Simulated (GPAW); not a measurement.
Crystal: Fe.

```
Fe
1.0
     0.00000    1.94174    1.96511
     1.49844    0.00000    1.96511
     1.49844    1.94174    0.00000
Fe
1
Direct
  0.00000 0.00000 0.00000
```

```yaml
Program: GPAW 26.7.0
Task: relaxation of cell and atoms
Functional: PBEsol
Dispersion: D3
Potentials_or_basis: PAW data sets generated in the run's folder for this functional
Cutoff: 600 eV
Basis: pw
k_mesh: 9 × 9 × 9
Occupations: fermi-dirac, width 0.05 eV
Spin: collinear spin, ferromagnetic start
Starting_moments: "[3.0] μB"
```

At the start: pressure -13.0 GPa; volume 11.44 Å³/atom.

Question: How do energy, volume and symmetry change on relaxing?

Answer: Over 8 steps the energy falls by 54.2 meV/atom and the volume is 10.72 Å³/atom (-6.3 %); space group Im-3m (No. 229, to 0.05 Å); moment 2.08 μB per cell.

The path:
| step | energy change (eV) | largest force (eV/Å) | pressure (GPa) | volume (Å³) |
| --- | --- | --- | --- | --- |
| 1 | 0.0000 | 0.0000 | -12.98 | 11.44 |
| 2 | -0.0306 | 0.0000 | -5.76 | 10.99 |
| 3 | -0.0416 | 0.0000 | 3.44 | 10.59 |
| 4 | -0.0453 | 0.0000 | 2.41 | 10.63 |
| 5 | -0.0536 | 0.0000 | -0.23 | 10.73 |
| 6 | -0.0541 | 0.0000 | -0.05 | 10.72 |
| 7 | -0.0541 | 0.0000 | -0.02 | 10.72 |
| 8 | -0.0542 | 0.0000 | 0.01 | 10.72 |

Final structure:
```cif
data_structure
_symmetry_space_group_name_H-M 'P 1'
_symmetry_Int_Tables_number 1
_cell_length_a 2.7781
_cell_length_b 2.4057
_cell_length_c 2.4058
_cell_angle_alpha 70.532
_cell_angle_beta 54.732
_cell_angle_gamma 54.736
_cell_volume 10.72
loop_
_atom_site_label
_atom_site_type_symbol
_atom_site_fract_x
_atom_site_fract_y
_atom_site_fract_z
_atom_site_occupancy
Fe1 Fe 0.00000 0.00000 0.00000 1
```

Caveat: each step starts from the last one's moments, so a moment once lost doesn't come back; later steps reuse the first step's grids; pairwise dispersion overbinds metals, which lowers pressure and volume.
